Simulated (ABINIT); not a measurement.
# As (P6/mmm) in ABINIT: single point with LDA

Aim: the single point of As with LDA.

Program: ABINIT 10.8.3 (patched build). These are calculated values, not measurements. Logs are shortened: lines on timing, memory, paths and dates and some standing lists are left out, and cuts for length are marked. The log counts tension as positive stress, the text compression.

## 1. The structure

It takes space group P6/mmm (No. 191, hexagonal). Conventional cell: a = 4.566 Å, b = 4.566 Å, c = 2.834 Å, α = 90.00°, β = 90.00°, γ = 120.00°. Around As (site symmetry -6m2) lie 5 As at 2.64 to 2.83 Å.

The cell was built by a generator and needn't be a form met in nature.

## 2. Single point, LDA

run.abi reads:

```
# Pseudopotentials
pp_dirpath "./"
pseudos "As.LDA_PW-JTH.xml"

# Structure
acell 3*1.0 Angstrom
rprim
     4.5664000000     0.0000000000     0.0000000000
    -2.2832000000     3.9546200000     0.0000000000
     0.0000000000     0.0000000000     2.8337400000
ntypat 1
znucl 33
natom 2
typat 1 1
xred
     0.3333300000     0.6666700000     0.0000000000
     0.6666700000     0.3333300000     0.0000000000

# Plane-wave basis
ecut 15.0
pawecutdg 30.0

# k points
kptopt 1
ngkpt 5 5 7
nshiftk 1
shiftk 0.0 0.0 0.0

# Exchange and correlation
ixc 7

# Bands and occupations
nband 19
occopt 3
tsmear 0.00183747

# SCF cycle
nstep 100
tolvrs 1.0e-9

# Output
iomode 3
prtwf 0
prteig 0
prtebands 0
prtvol 2
prtden 1
prtvha 1
prtvclmb 1
prtpot 1
```

Potentials or basis: JTH PAW LDA v2.0.

On the command line:

```console
> abinit run.abi > log 2>&1
```

run.abo:

```text
.Version 10.8.3 of ABINIT
 Symmetries : space group Cm m m (# 65); Bravais oC (1-face-center ortho.)
================================================================================
 Values of the parameters that define the memory need of the present run
     intxc =       0    ionmov =       0      iscf =      17    lmnmax =      18
     lnmax =       6     mgfft =      32  mpssoang =       3    mqgrid =    3001
     natom =       2  nloc_mem =       2    nspden =       1   nspinor =       1
    nsppol =       1      nsym =       8    n1xccc =       1    ntypat =       1
    occopt =       3   xclevel =       1
       mpw =         971          nfft =       20480          nkpt =          36
 PAW method is used; the additional fine FFT grid is defined by:
   mgfftf=        45    nfftf =     60750
================================================================================
================================================================================

--------------------------------------------------------------------------------
------------- Echo of variables that govern the present computation ------------
--------------------------------------------------------------------------------
 -outvars: echo values of preprocessed input variables --------
            acell      8.6292466874E+00  8.6292466874E+00  5.3549925120E+00 Bohr
              amu      7.49215900E+01
             ecut      1.50000000E+01 Hartree
              ixc           7
         kptrlatt        5    0    0      0    5    0      0    0    7
          kptrlen      3.74849476E+01
            natom           2
            nband          19
            ngfft          32      32      20
          ngfftdg          45      45      30
             nkpt          36
            nstep         100
             nsym           8
           ntypat           1
           occopt           3
        pawecutdg      3.00000000E+01 Hartree
        prtebands           0
           prteig           0
           prtpot           1
         prtvclmb           1
           prtvha           1
           prtvol           2
            prtwf           0
            rprim      1.0000000000E+00  2.6215810103E-07  0.0000000000E+00
                      -5.0000007568E-01  8.6602536009E-01  0.0000000000E+00
                       0.0000000000E+00  0.0000000000E+00  1.0000000000E+00
          spgroup          65
           tolvrs      1.00000000E-09
           tsmear      1.83747000E-03 Hartree
            typat      1  1
           useylm           1
           xangst     -2.3062390254E-05  2.6364261164E+00  0.0000000000E+00
                       2.2832230624E+00  1.3181938836E+00  0.0000000000E+00
            xcart     -4.3581601389E-05  4.9821233111E+00  0.0000000000E+00
                       4.3146662723E+00  2.4910254209E+00  0.0000000000E+00
             xred      3.3333000000E-01  6.6667000000E-01  0.0000000000E+00
                       6.6667000000E-01  3.3333000000E-01  0.0000000000E+00
            znucl       33.00000

================================================================================

[... 554 lines left out ...]
  -1.16360   -1.16267   -1.16197   -1.16196   -1.16150   -1.16122   -1.16075   -1.16024
  -1.15952   -1.15934   -0.21727   -0.18303    0.00746    0.03068    0.03734    0.18354
   0.27176    0.29732    0.40244
      occupation numbers for kpt#  35
   2.00000    2.00000    2.00000    2.00000    2.00000    2.00000    2.00000    2.00000
   2.00000    2.00000    2.00000    2.00000    2.00000    2.00000    2.00000    0.00048
   0.00000    0.00000    0.00000
 kpt#  36, nband= 19, wtk=  0.02286, kpt= -0.4000  0.4000  0.4286 (reduced coord)
  -1.16328   -1.16306   -1.16193   -1.16164   -1.16160   -1.16108   -1.16078   -1.16053
  -1.15968   -1.15919   -0.23521   -0.15902   -0.00891    0.05222    0.05719    0.13374
   0.30265    0.34475    0.35098
      occupation numbers for kpt#  36
   2.00000    2.00000    2.00000    2.00000    2.00000    2.00000    2.00000    2.00000
   2.00000    2.00000    2.00000    2.00000    2.00000    2.00000    2.00000    2.00000
   0.00000    0.00000    0.00000
 Total charge density [el/Bohr^3]
)     Maximum=    3.8792E+00  at reduced coord.    0.3333    0.6667    0.0000
)Next maximum=    3.8792E+00  at reduced coord.    0.6667    0.3333    0.0000
)     Minimum=    1.1806E-03  at reduced coord.    0.0000    0.0000    0.5000
)Next minimum=    1.1893E-03  at reduced coord.    0.0000    0.0000    0.4667
   Integrated=    3.0000E+01

--- !EnergyTerms
iteration_state     : {dtset: 1, }
comment             : Components of total free energy in Hartree
kinetic             :  7.81325094167780E+00
hartree             :  7.39909239778646E+01
xc                  : -4.25650053029406E+00
Ewald energy        : -1.09029602101082E+02
psp_core            :  3.84425741456243E+00
local_psp           : -1.98451602841056E+02
PAW spherical_terms : -2.15662457137396E+00
internal            : -2.28245897709701E+02
'-kT*entropy'       : -3.13080410970921E-04
total_energy        : -2.28246210790112E+02
total_energy_eV     : -6.21089580099133E+03
...

--- !EnergyTermsDC
iteration_state     : {dtset: 1, }
comment             : '"Double-counting" decomposition of free energy'
band_energy         : -2.38258280655099E+01
Ewald energy        : -1.09029602101082E+02
psp_core            :  3.84425741456243E+00
xc_dc               : -7.27320970162210E+01
PAW spherical_terms : -2.65026255023624E+01
internal            : -2.28245895270613E+02
'-kT*entropy'       : -3.13080410970921E-04
total_energy_dc     : -2.28246208351024E+02
total_energy_dc_eV  : -6.21089573462037E+03
...

--- !EnergyTermsWithPAWCore
iteration_state     : {dtset: 1, }
comment             : 'Components of total free energy, including PAW core contributions'
Total energy        : -4.51588259620389E+03
Total energy DC     : -4.51588259376480E+03
Total energy (eV)   : -1.22883425566808E+05
Total energy DC (eV): -1.22883425500437E+05
...

 Cartesian components of stress tensor (hartree/bohr^3)
  sigma(1 1)=  7.78206243E-05  sigma(3 2)=  0.00000000E+00
  sigma(2 2)=  7.78185215E-05  sigma(3 1)=  0.00000000E+00
  sigma(3 3)=  2.09990678E-04  sigma(2 1)= -1.82107025E-09

-Cartesian components of stress tensor (GPa)         [Pressure= -3.5857E+00 GPa]
- sigma(1 1)=  2.28956181E+00  sigma(3 2)=  0.00000000E+00
- sigma(2 2)=  2.28949995E+00  sigma(3 1)=  0.00000000E+00
- sigma(3 3)=  6.17813906E+00  sigma(2 1)= -5.35777365E-05

== END DATASET(S) ==============================================================
================================================================================

 -outvars: echo values of variables after computation  --------
            acell      8.6292466874E+00  8.6292466874E+00  5.3549925120E+00 Bohr
           etotal     -2.2824620835E+02
            fcart     -6.8938002684E-07  3.9801358342E-07  2.9462633363E-31
                       6.8938002684E-07 -3.9801358342E-07 -2.9462633363E-31
            rprim      1.0000000000E+00  2.6215810103E-07  0.0000000000E+00
                      -5.0000007568E-01  8.6602536009E-01  0.0000000000E+00
                       0.0000000000E+00  0.0000000000E+00  1.0000000000E+00
           strten      7.7820624270E-05  7.7818521478E-05  2.0999067846E-04
                       0.0000000000E+00  0.0000000000E+00 -1.8210702501E-09
           xangst     -2.3062390254E-05  2.6364261164E+00  0.0000000000E+00
                       2.2832230624E+00  1.3181938836E+00  0.0000000000E+00
             xred      3.3333000000E-01  6.6667000000E-01  0.0000000000E+00
                       6.6667000000E-01  3.3333000000E-01  0.0000000000E+00
 Calculation completed.
```

Run time: 16 s. Hardware: 1 thread of Arm Neoverse V2, shared host; peak memory 0.09 GiB.

What came out:

- Free energy: -6210.8957 eV
- Pressure: -3.6 GPa
- Band gap on the k mesh: none (metal or under the smearing width)
- Valence electrons inside the program's atomic spheres: As 12.56 (radii [1.1133] Å)

Stress tensor (GPa, compression positive):
```
-2.29  0.00  0.00
 0.00 -2.29  0.00
 0.00  0.00 -6.18
```

Levels at points of the mesh, in eV from the Fermi level:
```csv
k point,band 11,band 12,band 13,band 14,band 15,band 16,band 17,band 18
"(0.00, 0.00, 0.00)",-14.26,-8.72,-4.24,-4.24,0.01,0.01,3.14,4.34
```
